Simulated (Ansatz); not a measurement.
# Cd: the cost of one run

Program: Ansatz 0.2.0. Level of theory: DFT, at the level named in each step. These are calculated values, not measurements.

1 further run of the same task is left out (it didn't finish). Runs told in other sessions of the task aren't counted.

**1. Starting point**

The structure is hexagonal, space group P6_3/mmc (No. 194). The conventional cell has a = 2.979 Å, b = 2.979 Å, c = 5.618 Å, α = 90.00°, β = 90.00°, γ = 120.00°. Cd (site symmetry -6m2) is surrounded by 12 Cd at 2.98 to 3.29 Å.

Structure file:

```cif
data_structure
_symmetry_space_group_name_H-M 'P6_3/mmc'
_symmetry_Int_Tables_number 194
_cell_length_a 2.9789
_cell_length_b 2.9789
_cell_length_c 5.6177
_cell_angle_alpha 90.000
_cell_angle_beta 90.000
_cell_angle_gamma 120.000
_cell_volume 43.17
loop_
_atom_site_label
_atom_site_type_symbol
_atom_site_symmetry_multiplicity
_atom_site_Wyckoff_symbol
_atom_site_fract_x
_atom_site_fract_y
_atom_site_fract_z
_atom_site_occupancy
Cd1 Cd 2 c 0.33333 0.66667 0.25000 1
```

The file gives the conventional cell by its symmetry; the runs use the cell typed in the input.

The geometry is a database entry used as it stands. It may stem from high pressure or temperature, or be incomplete, so it serves as a test cell.

Atoms are numbered in the order of the input: Cd1, Cd2.

**2. No relativity, LAPW**

Contents of input.yaml:

```yaml
crystal:
  lattice:
    - [2.9788725081, 0.0, 0.0]
    - [-1.489436254, 2.5797792666, 0.0]
    - [0.0, 0.0, 5.61765]
  atoms:
    - { symbol: Cd, position: [0.3333333333, 0.6666666667, 0.25] }
    - { symbol: Cd, position: [0.6666666667, 0.3333333333, 0.75] }
kpoints:
  mp_grid: { grid: [16, 16, 7] }
  band_path:
    path:
      - [0.0, 0.0, 0.0]
      - [0.5, 0.0, 0.0]
      - [0.3333333333, 0.3333333333, 0.0]
      - [0.0, 0.0, 0.0]
      - [0.0, 0.0, 0.5]
      - [0.5, 0.0, 0.5]
      - [0.3333333333, 0.3333333333, 0.5]
      - [0.0, 0.0, 0.5]
      - [0.5, 0.0, 0.5]
    npoints: 5
scf:
  occupations: { method: fermi_dirac, width: 0.05 }
hamiltonian:
  xc: pbe
  pseudopotentials:
    kind: all_electron
    lapw: { basis_error: 0.001 }
    relativity: none
output:
  forces: true
  stress: true
  eigenvalues: true
```

Started as:

```console
$ ansatz run input.yaml --threads 1 --pin off --max-ram 2048MiB --backend cpu --events-out ev --progress --plain --runs-dir out
```

Q: Estimate wall time and peak memory on 1 thread of AMD EPYC 7R43 (Zen 3), shared host.

About 23 s, with a peak of 0.48 GiB.
